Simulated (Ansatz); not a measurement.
KI (rocksalt): gap against strain (epitaxial in the xy plane)

KI (rocksalt), relaxed with r2SCAN in Ansatz 0.2.0, then strained (epitaxial in the xy plane; changes of length per length, axes as in the cell below) with the atoms relaxed again within the symmetry that is left. It is cubic, Fm-3m (No. 225); a = 7.089 Å in the conventional setting, 44.52 Å³ an atom. Around K lie 6 I at 3.54 Å; around I lie 6 K at 3.54 Å. No spin polarisation and no zero-point or thermal motion.

```
K I
1.0
     0.00000    3.54429    3.54429
     3.54429    0.00000    3.54429
     3.54429    3.54429    0.00000
K I
1 1
Direct
  0.00000 0.00000 0.00000
  0.50000 0.50000 0.50000
```

Gaps are the least over each mesh (PBE 6×6×6, r2SCAN 6×6×6, HSE06 4×4×4 when unstrained) and the special points, which keep their unstrained names; stress is the change from the unstrained cell, compression positive.

| strain (%) | free normal strain (%) | gap, PBE (eV) | gap, r2SCAN (eV) | gap, HSE06 (eV) | edges, HSE06 | in-plane stress, r2SCAN (GPa) | energy rise, r2SCAN (meV/atom) |
| --- | --- | --- | --- | --- | --- | --- | --- |
| -2.95 | +0.76 | 4.060 | 4.712 | 5.068 | Γ | +1.22 | 9.5 |
| 0.0 | 0.00 | 3.944 | 4.586 | 4.941 | Γ | 0.00 | 0.0 |
| +0.42 | -0.18 | 3.929 | 4.568 | 4.924 | Γ | -0.13 | 0.1 |

Task: Estimate the row for a strain of -1.5 %.

Result:

| strain (%) | free normal strain (%) | gap, PBE (eV) | gap, r2SCAN (eV) | gap, HSE06 (eV) | edges, HSE06 | in-plane stress, r2SCAN (GPa) | energy rise, r2SCAN (meV/atom) |
| --- | --- | --- | --- | --- | --- | --- | --- |
| -1.5 | +0.40 | 4.003 | 4.650 | 5.006 | Γ | +0.56 | 2.4 |

Between zero and the nearest strains the slope of the HSE06 gap against strain is -0.043 eV per percent for negative and -0.040 for positive strain.

Spin-orbit coupling is left out, which matters wherever the heavy atoms make up the band edges.

The meshes of the hybrids are coarse, so their gaps aren't converged to the digits shown.
